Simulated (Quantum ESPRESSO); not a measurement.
Runs of Quantum ESPRESSO 7.5 on C. Symmetry: Fd-3m, No. 227, cubic system. The conventional cell has a = 3.567 Å, b = 3.567 Å, c = 3.567 Å, α = 90.00°, β = 90.00°, γ = 90.00°. C (site symmetry -43m) has 4 C at 1.54 Å as nearest neighbours. This isn't the form of C at room conditions, which is graphite.

```csv
level,k mesh,form of the LDA correlation,SCF threshold,symmetry,gap on the mesh (eV),pressure (GPa)
LDA,13 × 13 × 13,PZ81,4e-10 Ry,-,3.94,-2.2
SCAN,10 × 10 × 10,-,1e-08 Ry,off,4.51,-4.1
TPSS,10 × 10 × 10,-,1e-08 Ry,off,4.29,1.8
PBE,13 × 13 × 13,-,4e-10 Ry,-,4.19,0.4
revPBE,13 × 13 × 13,-,4e-10 Ry,-,4.24,1.4
PBEsol,13 × 13 × 13,-,4e-10 Ry,-,4.00,-2.7
EV93PW91,13 × 13 × 13,-,4e-10 Ry,-,4.58,(a)
RPBE,13 × 13 × 13,-,4e-10 Ry,-,4.26,1.9
r2SCAN,10 × 10 × 10,-,1e-08 Ry,off,4.30,-2.4
AM05,13 × 13 × 13,-,4e-10 Ry,-,(b),-3.2
```

Alike in all rows: task band structure; potentials or basis SG15 PBE 1.2; no spin polarisation; cell as given; cutoff (eV) 1197; smearing fermi-dirac 0.05 eV.

**Question.** Fill in the values left out.

**Answer.** (a) 9.7; (b) 3.99.

Caveats: the potentials were made for another functional, which shifts forces and pressure (some runs); the potentials were made for a functional far from this one (some runs).

A k mesh can miss the band edges.
